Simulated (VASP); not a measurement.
A run of VASP 6.6.1 is set up as follows.

File INCAR:

```
SYSTEM = TePb
PREC = Accurate ; ENCUT = 600
EDIFF = 1E-6 ; ISMEAR = 0
SIGMA = 0.03 ; LREAL = .False.
LASPH = .True. ; NELM = 80
ALGO = Normal ; ISIF = 3
LWAVE = .False. ; LCHARG = .False.
GGA = PE ; IBRION = 2
NSW = 90 ; EDIFFG = -0.01
```

File KPOINTS:

```
Automatic mesh
0
Gamma
  8 8 8
  0 0 0
```

File POSCAR:

```
TePb
1.0
    0.0000000000      3.2310000000      3.2310000000
    3.2310000000      0.0000000000      3.2310000000
    3.2310000000      3.2310000000      0.0000000000
Te Pb
1 1
Direct
    0.5000000000      0.5000000000      0.5000000000
    0.0000000000      0.0000000000      0.0000000000
```

Potentials or basis: VASP PAW PBE potentials, release 64 (Te, Pb_d).

Run with:

```bash
$ cat potpaw_PBE.64/Te/POTCAR potpaw_PBE.64/Pb_d/POTCAR > POTCAR
$ mpirun -np 1 vasp_std > vasp.out
```

Question: Predict the band gap on the k mesh.

Answer: 0.83 eV, direct.

Question: What does it give for the space group after relaxing (to 0.05 Å)?

Answer: Fm-3m (No. 225).

Question: Predict the relaxed cell.

Answer: a = 4.644 Å, b = 4.644 Å, c = 4.644 Å, α = 60.00°, β = 60.00°, γ = 60.00°.

Final structure:
```cif
data_structure
_symmetry_space_group_name_H-M 'P 1'
_symmetry_Int_Tables_number 1
_cell_length_a 4.6444
_cell_length_b 4.6444
_cell_length_c 4.6444
_cell_angle_alpha 60.000
_cell_angle_beta 60.000
_cell_angle_gamma 60.000
_cell_volume 70.84
loop_
_atom_site_label
_atom_site_type_symbol
_atom_site_fract_x
_atom_site_fract_y
_atom_site_fract_z
_atom_site_occupancy
Te1 Te 0.50000 0.50000 0.50000 1
Pb1 Pb 0.00000 0.00000 0.00000 1
```

Caveat: spin-orbit coupling is left out, which as a rule narrows the gap of such compounds by several tenths of an eV. PBE usually gives volumes a little too large and moduli too small.
